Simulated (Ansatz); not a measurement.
# Ti: the cost of one run

Program: Ansatz 0.2.0. Level of theory: DFT PBE, scalar-relativistic, plane waves, PAW. These are calculated values, not measurements.

## Step 1: The starting structure

The structure is orthorhombic, space group Pmmn (No. 59). Conventional cell: a = 2.871 Å, b = 4.060 Å, c = 27.048 Å, α = 90.00°, β = 90.00°, γ = 90.00°. Around Ti (site symmetry mm2) lie 7 Ti at 2.87 Å. Ti (site symmetry mm2) is surrounded by 11 Ti at 2.87 Å. Around Ti (site symmetry mm2) lie 12 Ti at 2.87 Å.

As a file:

```
Ti
1.0
     2.87085    0.00000    0.00000
     0.00000    4.06000    0.00000
     0.00000    0.00000   27.04799
Ti
8
Direct
  0.50000 0.50000 0.31426
  0.00000 0.00000 0.36733
  0.50000 0.50000 0.42040
  0.00000 0.00000 0.47347
  0.50000 0.50000 0.52653
  0.00000 0.00000 0.57960
  0.50000 0.50000 0.63267
  0.00000 0.00000 0.68574
```

Slab cut from the bulk at the bulk's listed lattice constants, lower half held.

## Step 2: Relaxing the atoms

File input.yaml:

```yaml
crystal:
  lattice:
    - [2.87085353, 0.0, 0.0]
    - [0.0, 4.06, 0.0]
    - [0.0, 0.0, 27.0479872824]
  atoms:
    - { symbol: Ti, position: [0.5, 0.5, 0.314256285] }
    - { symbol: Ti, position: [0.0, 0.0, 0.3673259164] }
    - { symbol: Ti, position: [0.5, 0.5, 0.4203955478] }
    - { symbol: Ti, position: [0.0, 0.0, 0.4734651791] }
    - { symbol: Ti, position: [0.5, 0.5, 0.5265348209] }
    - { symbol: Ti, position: [0.0, 0.0, 0.5796044522] }
    - { symbol: Ti, position: [0.5, 0.5, 0.6326740836] }
    - { symbol: Ti, position: [0.0, 0.0, 0.685743715] }
basis:
  ecutwfc: 420.0
  fft_grid_basis: typed
kpoints:
  mp_grid: { grid: [9, 6, 1] }
hamiltonian:
  xc: pbe
scf:
  occupations: { method: gaussian, width: 0.1 }
output:
  forces: true
  eigenvalues: true
efield:
  axis: 3
  dipole_correction: true
  ramp_width: 0.04
relax:
  adjacent_minimum: "off"
  f_tol: 0.04
  max_steps: 40
  constraints: [{ sites: [0, 1, 2, 3] }]
```

Run with:

```bash
ansatz run input.yaml --threads 1 --pin off --max-ram 2211MiB --backend cpu --events-out ev --progress --plain --runs-dir out
```

**Question.** How long does this run take on 1 thread of AMD EPYC 9R45 (Zen 5), shared host, and how much memory does it need?

About 57 s, with a peak of 0.66 GiB.
